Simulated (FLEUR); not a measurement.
# Na (Im-3m) in FLEUR: a series of runs

One crystal, Na, is run at these levels: HSE06, PBE; tasks: single point.

Everything below comes from runs of FLEUR MaX-R8.1 (patched build s14). Logs are shortened: lines on timing, memory, paths and dates and some standing lists are left out, and cuts for length are marked.

## (1) The structure

It takes space group Im-3m (No. 229, cubic). Conventional cell: a = 4.282 Å, b = 4.282 Å, c = 4.282 Å, α = 90.00°, β = 90.00°, γ = 90.00°. Na (site symmetry m-3m) is surrounded by 8 Na at 3.71 Å.

## (2) Single point, HSE06

File inp.xml:

```xml
<?xml version="1.0" encoding="UTF-8" standalone="no"?>
<fleurInput fleurInputVersion="0.39">
   <comment>
      Na                                                                                                  
   </comment>
   <calculationSetup>
      <cutoffs Kmax="4.1" Gmax="12.7" GmaxXC="12.7" numbands="32"/>
      <scfLoop itmax="30" minDistance="0.0001" maxIterBroyd="15" imix="Anderson" alpha="0.05" precondParam="0.0" spinf="2.0"/>
      <coreElectrons ctail="T" frcor="F" kcrel="0" coretail_lmax="0"/>
      <xcFunctional name="hse" relativisticCorrections="F"/>
      <magnetism jspins="1"/>
      <prodBasis gcutm="3.0" bands="28" tolerance="0.0001" lexp="16" ewaldlambda="3"/>
      <soc l_soc="F" theta="0.0" phi="0.0" spav="F"/>
      <expertModes spex="0" secvar="F"/>
      <geometryOptimization l_f="F" forcealpha="1.0" forcemix="BFGS" epsdisp="0.00001" epsforce="0.00001"/>
      <ldaU l_linMix="F" mixParam="0.05" spinf="1.0"/>
   </calculationSetup>
   <cell>
      <bzIntegration valenceElectrons="9.0" mode="hist" fermiSmearingEnergy="0.00183747">
         <kPointListSelection listName="default-1"/>
         <!-- k-points included here -->
         <xi:include xmlns:xi="http://www.w3.org/2001/XInclude" href="kpts.xml"> </xi:include>
      </bzIntegration>
      <!-- symmetry operations included here -->
      <xi:include xmlns:xi="http://www.w3.org/2001/XInclude" href="sym.xml"> </xi:include>
      <bulkLattice scale="1.0">
         <bravaisMatrix>
            <row-1>   -4.0459036327686002     4.0459036327686002     4.0459036327686002</row-1>
            <row-2>    4.0459036327686002    -4.0459036327686002     4.0459036327686002</row-2>
            <row-3>    4.0459036327686002     4.0459036327686002    -4.0459036327686002</row-3>
         </bravaisMatrix>
      </bulkLattice>
   </cell>
   <atomSpecies>
      <species name="Sodium (Na)" element="Na" atomicNumber="11">
         <mtSphere radius="2.66" gridPoints="879" logIncrement="0.013"/>
         <atomicCutoffs lmax="10" lnonsphr="10"/>
         <electronConfig flipSpins="F">
            <coreConfig>(1s1/2)</coreConfig>
            <valenceConfig>(2s1/2) (2p1/2) (2p3/2) (3s1/2)</valenceConfig>
            <stateOccupation state="(3s1/2)" spinUp="0.500000" spinDown="0.500000"/>
         </electronConfig>
         <energyParameters s="3" p="2" d="3" f="4"/>
         <prodBasis lcutm="4" lcutwf="10" select="4 0 4 2"/>
         <lo type="SCLO" l="0" n="2" eDeriv="0"/>
         <lo type="HELO" l="1" n="3" eDeriv="0"/>
         <lo type="HELO" l="1" n="3" eDeriv="1"/>
         <lo type="SCLO" l="2" n="3" eDeriv="2"/>
         <lo type="SCLO" l="3" n="4" eDeriv="2"/>
      </species>
   </atomSpecies>
   <atomGroups>
      <atomGroup species="Sodium (Na)">
         <relPos label="                   1">.0000000000 .0000000000 .0000000000</relPos>
         <force calculate="T" relaxXYZ="TTT"/>
      </atomGroup>
   </atomGroups>
   <output dos="F" band="F" slice="F">
      <checks vchk="F" cdinf="F"/>
      <bandDOS minEnergy="-.5*Htr" maxEnergy="0.5*Htr" sigma="0.015" storeEVData="T"/>
      <vacuumDOS vacdos="F" integ="F" star="F" nstars="0" locx1="0.0" locy1="0.0" locx2="0.0" locy2="0.0" nstm="0" tworkf="0.0"/>
      <unfoldingBand unfoldBand="F" supercellX="1" supercellY="1" supercellZ="1"/>
      <plotting iplot="0" polar="F">
         <plot TwoD="T" vec1="  1.0  0.0  0.0" vec2="  0.0  1.0  0.0" vec3="  0.0  0.0  1.0" zero="  0.0  0.0  0.0" file="plot"/>
      </plotting>
      <chargeDensitySlicing numkpt="0" minEigenval="0.0" maxEigenval="0.0" nnne="0" pallst="F"/>
      <specialOutput eonly="F"/>
      <magneticCircularDichroism mcd="F" energyLo="-10.0" energyUp="0.0"/>
   </output>
  <!-- We include the file relax.xml here to enable relaxations (see documentation) -->
  <xi:include xmlns:xi="http://www.w3.org/2001/XInclude" href="relax.xml"> <xi:fallback/> </xi:include>
</fleurInput>
```

File crystal.txt:

```
Na
&input cartesian=F /
-2.1410000000  2.1410000000  2.1410000000
2.1410000000  -2.1410000000  2.1410000000
2.1410000000  2.1410000000  -2.1410000000
1.8897261246
1.0 1.0 1.0

1
11 0.0000000000  0.0000000000  0.0000000000

&kpt div1=4 div2=4 div3=4 gamma=T /
```

Potentials or basis: all-electron, FLAPW.

Launch:

```bash
$ inpgen -f crystal.txt -profile fastHighL; OMP_NUM_THREADS=2 fleur -warn_only
```

Output:

```text
Welcome to FLEUR        (www.flapw.de)
      MaX-Release 8.1          (www.max-centre.eu)
************FLEUR-Warning*****************
Error message: Hybrid calculations should always use HDF5
*****************************************
 bands (prodBasis in inp.xml) is read and not used: the non-local exchange is built in the LAPW basis itself, without a cut in the bands.

 ========== k-point set info ==========
 Selected k-point list: default-1
 k-point list type: mesh
 4 x 4 x 4
 Number of k points: 8

 ------------Calculation Setup---------------------------
 Number of OMP-threads    :            2
 Number of basis functions:          356
 Approximate size of matrices (H+S) per k-point:         0.002 GB
 --------------------------------------------------------
 Iteration:           1  Distance:  0.67041731271637306       hyb distance:  -1.0000000000000000
 Iteration:           2  Distance:  0.63631769717504627       hyb distance:  0.67041731271637306
 Iteration:           3  Distance:  0.21472935306504440       hyb distance:  0.63631769717504627
 Iteration:           4  Distance:   4.5635714870309992E-002  hyb distance:  0.21472935306504440
 Iteration:           5  Distance:   2.1867847476007521E-002  hyb distance:   4.5635714870309992E-002
 Iteration:           6  Distance:   2.9032839740620398E-003  hyb distance:   2.1867847476007521E-002
 Iteration:           7  Distance:   2.5178414847649763E-003  hyb distance:   2.9032839740620398E-003
 Iteration:           8  Distance:   1.3992805889842289E-004  hyb distance:   2.5178414847649763E-003
 Iteration:           9  Distance:   1.0344784272382132E-005  hyb distance:   1.3992805889842289E-004
 iterHF =    1
 start of coulomb calculation
 coulomb pw-loop nk: (1/8)
 coulomb pw-loop nk: (2/8)
 coulomb pw-loop nk: (3/8)
 coulomb pw-loop nk: (4/8)
 coulomb pw-loop nk: (5/8)
 coulomb pw-loop nk: (6/8)
 coulomb pw-loop nk: (7/8)
 coulomb pw-loop nk: (8/8)
 kpoint=            1
 calculate new HF matrix
 exchange_valence_hf
 Divergence:   2.3702099117775415
 core exchange calculation
 Screening parameter:   0.11000000000000000
 kpoint=            2
 exchange_valence_hf
 core exchange calculation
 Screening parameter:   0.11000000000000000
 kpoint=            3
 exchange_valence_hf
 core exchange calculation
 Screening parameter:   0.11000000000000000
 kpoint=            4
 exchange_valence_hf
 core exchange calculation
 Screening parameter:   0.11000000000000000
 kpoint=            5
 exchange_valence_hf
 core exchange calculation
 Screening parameter:   0.11000000000000000
 kpoint=            6
 exchange_valence_hf
 core exchange calculation
 Screening parameter:   0.11000000000000000
 kpoint=            7
 exchange_valence_hf
 core exchange calculation
 Screening parameter:   0.11000000000000000
 kpoint=            8
 exchange_valence_hf
 core exchange calculation
 Screening parameter:   0.11000000000000000
 Reset of history
 Iteration:           0  Distance:  0.90269308151144556       hyb distance:   1.0344784272382132E-005
 Iteration:           1  Distance:  0.81915315258896315       hyb distance:  0.90269308151144556
 Iteration:           2  Distance:   7.7468828931483089E-002  hyb distance:  0.81915315258896315
 Iteration:           3  Distance:   2.0605401880531459E-002  hyb distance:   7.7468828931483089E-002
 Iteration:           4  Distance:   1.8962973904894594E-002  hyb distance:   2.0605401880531459E-002
 Iteration:           5  Distance:   3.8861511591701951E-004  hyb distance:   1.8962973904894594E-002
 Iteration:           6  Distance:   3.5300423478422616E-004  hyb distance:   3.8861511591701951E-004
 Iteration:           7  Distance:   3.8650814952588431E-006  hyb distance:   3.5300423478422616E-004
 Iteration:           8  Distance:  0.27407356192818821       hyb distance:   3.8650814952588431E-006
 iterHF =    2
 start of coulomb calculation
 coulomb pw-loop nk: (1/8)
 coulomb pw-loop nk: (2/8)
 coulomb pw-loop nk: (3/8)
 coulomb pw-loop nk: (4/8)
 coulomb pw-loop nk: (5/8)
 coulomb pw-loop nk: (6/8)
 coulomb pw-loop nk: (7/8)
 coulomb pw-loop nk: (8/8)
 kpoint=            1
 calculate new HF matrix
 exchange_valence_hf
 core exchange calculation
 Screening parameter:   0.11000000000000000
 kpoint=            2
 exchange_valence_hf
 core exchange calculation
 Screening parameter:   0.11000000000000000
 kpoint=            3
 exchange_valence_hf
 core exchange calculation
 Screening parameter:   0.11000000000000000
 kpoint=            4
 exchange_valence_hf
 core exchange calculation
 Screening parameter:   0.11000000000000000
 kpoint=            5
 exchange_valence_hf
 core exchange calculation
 Screening parameter:   0.11000000000000000
 kpoint=            6
 exchange_valence_hf
 core exchange calculation
 Screening parameter:   0.11000000000000000
 kpoint=            7
 exchange_valence_hf
 core exchange calculation
 Screening parameter:   0.11000000000000000
 kpoint=            8
 exchange_valence_hf
 core exchange calculation
 Screening parameter:   0.11000000000000000
 Reset of history
 Iteration:           0  Distance:  0.10911903637596176       hyb distance:  0.27407356192818821
 Iteration:           1  Distance:  0.10229674845899113       hyb distance:  0.10911903637596176
 Iteration:           2  Distance:   1.5642323715615896E-002  hyb distance:  0.10229674845899113
 Iteration:           3  Distance:   1.7460504603769426E-003  hyb distance:   1.5642323715615896E-002
 Iteration:           4  Distance:   1.1550634448460688E-003  hyb distance:   1.7460504603769426E-003
 Iteration:           5  Distance:   1.8179037755416405E-005  hyb distance:   1.1550634448460688E-003
 Iteration:           6  Distance:   1.3469759953576911E-002  hyb distance:   1.8179037755416405E-005
 iterHF =    3
 start of coulomb calculation
 coulomb pw-loop nk: (1/8)
 coulomb pw-loop nk: (2/8)
 coulomb pw-loop nk: (3/8)
 coulomb pw-loop nk: (4/8)
 coulomb pw-loop nk: (5/8)
 coulomb pw-loop nk: (6/8)
 coulomb pw-loop nk: (7/8)
 coulomb pw-loop nk: (8/8)
 kpoint=            1
 calculate new HF matrix
 exchange_valence_hf
 core exchange calculation
 Screening parameter:   0.11000000000000000
 kpoint=            2
 exchange_valence_hf
 core exchange calculation
 Screening parameter:   0.11000000000000000
 kpoint=            3
 exchange_valence_hf
 core exchange calculation
 Screening parameter:   0.11000000000000000
 kpoint=            4
 exchange_valence_hf
 core exchange calculation
 Screening parameter:   0.11000000000000000
 kpoint=            5
 exchange_valence_hf
 core exchange calculation
 Screening parameter:   0.11000000000000000
 kpoint=            6
 exchange_valence_hf
 core exchange calculation
 Screening parameter:   0.11000000000000000
 kpoint=            7
 exchange_valence_hf
 core exchange calculation
 Screening parameter:   0.11000000000000000
 kpoint=            8
 exchange_valence_hf
 core exchange calculation
 Screening parameter:   0.11000000000000000
 Reset of history
 Iteration:           0  Distance:   5.1301576305170751E-002  hyb distance:   1.3469759953576911E-002
 Iteration:           1  Distance:   4.6745503254684927E-002  hyb distance:   5.1301576305170751E-002
 Iteration:           2  Distance:   2.9302540257332729E-003  hyb distance:   4.6745503254684927E-002
 Iteration:           3  Distance:   9.0278114296236096E-005  hyb distance:   2.9302540257332729E-003
 Iteration:           4  Distance:   1.5273202748380931E-002  hyb distance:   9.0278114296236096E-005
 iterHF =    4
 start of coulomb calculation
 coulomb pw-loop nk: (1/8)
 coulomb pw-loop nk: (2/8)
 coulomb pw-loop nk: (3/8)
 coulomb pw-loop nk: (4/8)
 coulomb pw-loop nk: (5/8)
 coulomb pw-loop nk: (6/8)
 coulomb pw-loop nk: (7/8)
 coulomb pw-loop nk: (8/8)
 kpoint=            1
 calculate new HF matrix
 exchange_valence_hf
 core exchange calculation
 Screening parameter:   0.11000000000000000
 kpoint=            2
 exchange_valence_hf
 core exchange calculation
 Screening parameter:   0.11000000000000000
 kpoint=            3
 exchange_valence_hf
 core exchange calculation
 Screening parameter:   0.11000000000000000
 kpoint=            4
 exchange_valence_hf
 core exchange calculation
 Screening parameter:   0.11000000000000000
 kpoint=            5
 exchange_valence_hf
 core exchange calculation
 Screening parameter:   0.11000000000000000
 kpoint=            6
[... 43 lines left out ...]
 core exchange calculation
 Screening parameter:   0.11000000000000000
 kpoint=            5
 exchange_valence_hf
 core exchange calculation
 Screening parameter:   0.11000000000000000
 kpoint=            6
 exchange_valence_hf
 core exchange calculation
 Screening parameter:   0.11000000000000000
 kpoint=            7
 exchange_valence_hf
 core exchange calculation
 Screening parameter:   0.11000000000000000
 kpoint=            8
 exchange_valence_hf
 core exchange calculation
 Screening parameter:   0.11000000000000000
 Reset of history
 Iteration:           0  Distance:   3.3892876028451479E-003  hyb distance:   1.8906569784076406E-003
 Iteration:           1  Distance:   3.0980721020451504E-003  hyb distance:   3.3892876028451479E-003
 Iteration:           2  Distance:   2.5933620357652292E-004  hyb distance:   3.0980721020451504E-003
 Iteration:           3  Distance:   1.3648021466484617E-005  hyb distance:   2.5933620357652292E-004
 Iteration:           4  Distance:   6.4537962151843661E-004  hyb distance:   1.3648021466484617E-005
 iterHF =    6
 start of coulomb calculation
 coulomb pw-loop nk: (1/8)
 coulomb pw-loop nk: (2/8)
 coulomb pw-loop nk: (3/8)
 coulomb pw-loop nk: (4/8)
 coulomb pw-loop nk: (5/8)
 coulomb pw-loop nk: (6/8)
 coulomb pw-loop nk: (7/8)
 coulomb pw-loop nk: (8/8)
 kpoint=            1
 calculate new HF matrix
 exchange_valence_hf
 core exchange calculation
 Screening parameter:   0.11000000000000000
 kpoint=            2
 exchange_valence_hf
 core exchange calculation
 Screening parameter:   0.11000000000000000
 kpoint=            3
 exchange_valence_hf
 core exchange calculation
 Screening parameter:   0.11000000000000000
 kpoint=            4
 exchange_valence_hf
 core exchange calculation
 Screening parameter:   0.11000000000000000
 kpoint=            5
 exchange_valence_hf
 core exchange calculation
 Screening parameter:   0.11000000000000000
 kpoint=            6
 exchange_valence_hf
 core exchange calculation
 Screening parameter:   0.11000000000000000
 kpoint=            7
 exchange_valence_hf
 core exchange calculation
 Screening parameter:   0.11000000000000000
 kpoint=            8
 exchange_valence_hf
 core exchange calculation
 Screening parameter:   0.11000000000000000
 Reset of history
 Iteration:           0  Distance:   4.7096301652929212E-004  hyb distance:   6.4537962151843661E-004
 Iteration:           1  Distance:   4.3402844843027657E-004  hyb distance:   4.7096301652929212E-004
 Iteration:           2  Distance:   5.8331576052740923E-005  hyb distance:   4.3402844843027657E-004
 Iteration:           3  Distance:   5.6539517089770628E-005  hyb distance:   5.8331576052740923E-005
 iterHF =    7
 start of coulomb calculation
 coulomb pw-loop nk: (1/8)
 coulomb pw-loop nk: (2/8)
 coulomb pw-loop nk: (3/8)
 coulomb pw-loop nk: (4/8)
 coulomb pw-loop nk: (5/8)
 coulomb pw-loop nk: (6/8)
 coulomb pw-loop nk: (7/8)
 coulomb pw-loop nk: (8/8)
 kpoint=            1
 calculate new HF matrix
 exchange_valence_hf
 core exchange calculation
 Screening parameter:   0.11000000000000000
 kpoint=            2
 exchange_valence_hf
 core exchange calculation
 Screening parameter:   0.11000000000000000
 kpoint=            3
 exchange_valence_hf
 core exchange calculation
 Screening parameter:   0.11000000000000000
 kpoint=            4
 exchange_valence_hf
 core exchange calculation
 Screening parameter:   0.11000000000000000
 kpoint=            5
 exchange_valence_hf
 core exchange calculation
 Screening parameter:   0.11000000000000000
 kpoint=            6
 exchange_valence_hf
 core exchange calculation
 Screening parameter:   0.11000000000000000
 kpoint=            7
 exchange_valence_hf
 core exchange calculation
 Screening parameter:   0.11000000000000000
 kpoint=            8
 exchange_valence_hf
 core exchange calculation
 Screening parameter:   0.11000000000000000
 Reset of history
 Iteration:           0  Distance:   4.8571059420393756E-005  hyb distance:   5.6539517089770628E-005

 ********************************************************************
 Run finished successfully
 Stop message:
   all done
 ********************************************************************
```

Wall time 3.8 min (2 threads of AMD EPYC 7R43 (Zen 3), shared host); peak memory 0.08 GiB.

What came out:

```yaml
Free_energy: -4420.0925 eV
Band_gap_on_the_k_mesh: none (metal or under the smearing width)
Valence_electrons_inside_the_program's_atomic_spheres: Na 8.22 (radii Na 2.66 bohr)
```

Core levels (eV from the Fermi level):
| atom | levels |
| --- | --- |
| 1 Na | 1s1/2 -1029.4 |

Caveat: the k mesh is coarse (spacing up to 0.52 Å⁻¹), so the values aren't converged, least of all with exact exchange; core states are solved in the semilocal potential.

## (3) Single point, PBE

inp.xml, as its differences from that of step 2:

```diff
@@ -6,8 +6,7 @@
    <calculationSetup>
-      <cutoffs Kmax="4.1" Gmax="12.7" GmaxXC="12.7" numbands="32"/>
-      <scfLoop itmax="30" minDistance="0.0001" maxIterBroyd="15" imix="Anderson" alpha="0.05" precondParam="0.0" spinf="2.0"/>
+      <cutoffs Kmax="4.1" Gmax="12.7" GmaxXC="12.7" numbands="0"/>
+      <scfLoop itmax="60" minDistance="0.00001" maxIterBroyd="15" imix="Anderson" alpha="0.05" precondParam="0.0" spinf="2.0"/>
       <coreElectrons ctail="T" frcor="F" kcrel="0" coretail_lmax="0"/>
-      <xcFunctional name="hse" relativisticCorrections="F"/>
+      <xcFunctional name="pbe" relativisticCorrections="F"/>
       <magnetism jspins="1"/>
-      <prodBasis gcutm="3.0" bands="28" tolerance="0.0001" lexp="16" ewaldlambda="3"/>
       <soc l_soc="F" theta="0.0" phi="0.0" spav="F"/>
@@ -43,3 +42,2 @@
          <energyParameters s="3" p="2" d="3" f="4"/>
-         <prodBasis lcutm="4" lcutwf="10" select="4 0 4 2"/>
          <lo type="SCLO" l="0" n="2" eDeriv="0"/>
```

crystal.txt is that of step 2.

Potentials or basis: all-electron, FLAPW.

Launch:

```bash
$ inpgen -f crystal.txt -profile fastHighL; OMP_NUM_THREADS=2 fleur
```

Wall time 8 s (2 threads of AMD EPYC 7R43 (Zen 3), shared host); peak memory 0.05 GiB.

Results (log left out):

```
Free energy                                           : -4419.9762 eV
Band gap on the k mesh                                : none (metal or under the smearing width)
Valence electrons inside the program's atomic spheres : Na 8.22 (radii Na 2.66 bohr)
```

Levels at points of the mesh, in eV from the Fermi level:
| k point | band 2 | band 3 | band 4 | band 5 | band 6 | band 7 |
| --- | --- | --- | --- | --- | --- | --- |
| (0.00, 0.00, 0.00) | -24.89 | -24.89 | -24.89 | -3.09 | 11.43 | 11.43 |
| (0.00, 0.00, 0.50) | -24.92 | -24.90 | -24.89 | 0.81 | 1.22 | 8.04 |
| (0.50, 0.50, 0.50) | -24.91 | -24.91 | -24.91 | 4.49 | 4.49 | 4.77 |

Core levels (eV from the Fermi level):
```
atom         levels
1 Na  1s1/2 -1029.9
```

Caveat: the k mesh is coarse (spacing up to 0.52 Å⁻¹), so the values aren't converged.
